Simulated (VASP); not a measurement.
ZnCu, 2 atoms in the cell. Symmetry: Pm-3m, No. 221, cubic system. Conventional cell: a = 2.945 Å, b = 2.945 Å, c = 2.945 Å, α = 90.00°, β = 90.00°, γ = 90.00°. Zn (site symmetry m-3m) is surrounded by 8 Cu at 2.55 Å. Cu (site symmetry m-3m) has 8 Zn at 2.55 Å as nearest neighbours. 

- Program: VASP 6.6.1
- Task: single point
- Functional: LDA
- Potentials or basis: VASP PAW LDA potentials, release 64 (Zn, Cu)
- Cutoff: 520 eV
- k mesh: 18 × 18 × 18
- Occupations: gaussian, width 0.15 eV
- Spin: no spin polarisation
- Dipole correction: no
- Further INCAR settings: ALGO = Normal; EDIFF = 1e-06; NBANDS = 18

Potentials or basis: VASP PAW LDA potentials, release 64 (Zn, Cu).

Run with:

```console
$ cat potpaw_LDA.64/Zn/POTCAR potpaw_LDA.64/Cu/POTCAR > POTCAR
$ mpirun -np 1 vasp_std > vasp.out
```

Hardware: 1 thread of Intel(R) Xeon(R) Platinum 8488C (Sapphire Rapids), on a shared host.

Question: How long does it take, and how much memory?

Answer: Wall time 34 s on 1 thread of Intel(R) Xeon(R) Platinum 8488C (Sapphire Rapids), on a shared host, peak memory 0.2 GiB. Counts: scf iterations 12, k points 220.
